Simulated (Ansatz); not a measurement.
Input file for `CCC(C)C`:

```yaml
crystal:
  periodic: [false, false, false]
  atoms:
    - {symbol: C, position_ang: [-0.079025, 1.483842, -1.449410]}
    - {symbol: C, position_ang: [0.675537, 0.401039, -0.696813]}
    - {symbol: C, position_ang: [-0.206114, -0.545912, 0.114168]}
    - {symbol: C, position_ang: [0.626514, -1.678463, 0.696812]}
    - {symbol: C, position_ang: [-0.967333, 0.177234, 1.216303]}
    - {symbol: H, position_ang: [-0.591683, 2.170753, -0.772443]}
    - {symbol: H, position_ang: [0.598361, 2.079546, -2.065575]}
    - {symbol: H, position_ang: [-0.832557, 1.048534, -2.112572]}
    - {symbol: H, position_ang: [1.408659, 0.861666, -0.022161]}
    - {symbol: H, position_ang: [1.255917, -0.193633, -1.411319]}
    - {symbol: H, position_ang: [-0.941474, -0.984397, -0.574737]}
    - {symbol: H, position_ang: [0.004682, -2.387792, 1.249013]}
    - {symbol: H, position_ang: [1.378275, -1.287545, 1.390301]}
    - {symbol: H, position_ang: [1.152905, -2.230497, -0.086289]}
    - {symbol: H, position_ang: [-1.631012, 0.948667, 0.820886]}
    - {symbol: H, position_ang: [-0.271540, 0.658257, 1.912026]}
    - {symbol: H, position_ang: [-1.580116, -0.521301, 1.791801]}
basis:
  gaussian: {orbitals: def2-SVP}
correlation: {method: ccsd_t}
```

```sh
$ ansatz run in.yaml --threads 2 --pin off --events-out ev --progress --plain --max-ram 32768MiB --backend cuda --devices 0, --max-vram 18GiB
```

The program prints (abridged):

```
Functional definition: HF
1351 factors; integrals over basis functions are off by at most 1.1e-3 eV
mean field evaluation 1: about -5335.2013 eV, gradient 3.4e1 eV
mean field evaluation 2: about -5335.2069 eV, gradient 3.4e1 eV
mean field evaluation 4: about -5338.6875 eV, gradient 3.7e0 eV
mean field evaluation 8: about -5338.7313 eV, gradient 6.1e-5 eV
mean field -5338.73128396 eV, -196.1947559637 hartree, gradient 1.1e-6 eV, S^2 0.000000; 0 other end points of the search recorded, 0 dependent functions left out
5 core orbitals not correlated: weight in the atoms' cores, before any rotation towards them, 1.000 or more for the frozen orbitals, at most 0.000 for the correlated occupied ones
reference -5338.73128396 eV, -196.1947559637 hartree; 16, 16 occupied and 109, 109 virtual orbitals, 1351 factors
second order -19.98232697 eV of doubles, -0.00000000 eV of singles
cycle   1  -21.34937374 eV  change    -1.4e0 eV  update   8.4e-2
cycle   2  -21.90548947 eV  change   -5.6e-1 eV  update   2.4e-2
cycle   3  -21.96623353 eV  change   -6.1e-2 eV  update   7.1e-3
cycle   4  -21.96931801 eV  change   -3.1e-3 eV  update   1.9e-3
cycle   5  -21.97011868 eV  change   -8.0e-4 eV  update   4.7e-4
cycle   6  -21.97021928 eV  change   -1.0e-4 eV  update   1.3e-4
cycle   7  -21.97024583 eV  change   -2.7e-5 eV  update   2.9e-5
perturbative correction -0.63571286 eV, -0.0233620167 hartree
Total energy: -5361.33724265 eV, -197.0255096226 hartree
```

It took 23 s on 2 threads of an AMD EPYC 7R13 on a shared host and a share of an NVIDIA H100 80 GB, with 0.74 GiB of host memory at the peak.

The correlation energy is -22.606 eV, 2.8 % of it from (T); the T1 diagnostic reads 0.0065.
